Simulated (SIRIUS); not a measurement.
Crystal: N.

```
N
1.0
     2.51947    0.00000    0.00000
    -1.25974    2.18193    0.00000
     0.00000    0.00000    2.44600
N
2
Direct
  0.33333 0.66667 0.75000
  0.66667 0.33333 0.25000
```

The real solid is made of molecules; this cell is a model form.

- Program: SIRIUS 7.12.0
- Task: single point
- Functional: PBE
- Potentials or basis: PseudoDojo 0.4.1 PBE standard (scalar relativistic)
- Cutoff: 1152 eV
- Density cutoff: 4606 eV
- k mesh: 12 × 12 × 11
- Occupations: fermi-dirac, width 0.05 eV
- Spin: no spin polarisation

On this cell: pressure 11.3 GPa; largest force under 0.003 eV/Å; band gap on the k mesh none (metal or under the smearing width).

The same run follows on a disturbed copy (atoms moved at random, drawn with an rms of 0.05 Å):

```
N
1.0
     2.51947    0.00000    0.00000
    -1.25974    2.18193    0.00000
     0.00000    0.00000    2.44600
N
2
Cartesian
  -0.0029 1.4406 1.8004
  1.2728 0.7264 0.6325
```

**Question.** What changes?

**Answer.** The energy (extrapolated to zero smearing) moves by -30.1 meV/atom; pressure 11.8 GPa; largest force 2.130 eV/Å; band gap on the k mesh none (metal or under the smearing width).

Forces in eV/Å, atoms in the order of the input:
```
N   -0.122 -0.082 -2.125
N    0.122  0.082  2.125
```

Stress tensor (GPa, compression positive):
```
11.95 -2.19  0.62
-2.19 15.48  0.49
 0.62  0.49  7.84
```

The energy falls, though the first cell shows no forces: that form is unstable against this distortion, unless noise or another electronic state is at work.
